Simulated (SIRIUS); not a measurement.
# SrO under changes of volume

One of the cells (17.239 Å³/atom); the others are scaled copies at fixed shape and fractional positions:

```
Sr O
1.0
     0.00000    2.58330    2.58330
     2.58330    0.00000    2.58330
     2.58330    2.58330    0.00000
Sr O
1 1
Direct
  0.50000 0.50000 0.50000
  0.00000 0.00000 0.00000
```

```yaml
Program: SIRIUS 7.12.0
Functional: PBEsol
Potentials_or_basis: all-electron FP-LAPW
Cutoff: 276 eV
Basis: apw+lo standard
k_mesh: 9 × 9 × 9
Occupations: fermi-dirac, width 0.05 eV
Spin: no spin polarisation
```

```tsv
volume (Å³/atom)	energy over the lowest point (meV/atom)	gap on the mesh (eV)
15.887	14.98	3.22
16.225	4.93	3.23
16.563	0.00	3.25
17.239	2.16	3.27
17.577	8.67	3.28
17.915	?	?
```

Question: What does the run at 17.915 Å³/atom give?

Answer: Energy over the lowest point 18.45 meV/atom; gap on the mesh 3.29 eV.

Worked out: A Birch-Murnaghan fit of order 3 (a polynomial in V^(-2/3)) to the other rows has its minimum at 16.80 Å³/atom with B0 = V·E''(V) = 93 GPa and B' = 5.0. It gives 18.11 meV/atom at 17.915 Å³/atom, against the run's 18.45. A straight line through the other rows of the gap, of slope 0.605 eV per unit of ln V, extrapolates to 3.29 eV, against the run's 3.29.

Energies are extrapolated to zero smearing.

Caveats: an odd mesh through Γ misses points on the zone boundary, where band edges often lie. Spin-orbit coupling on Sr is left out.
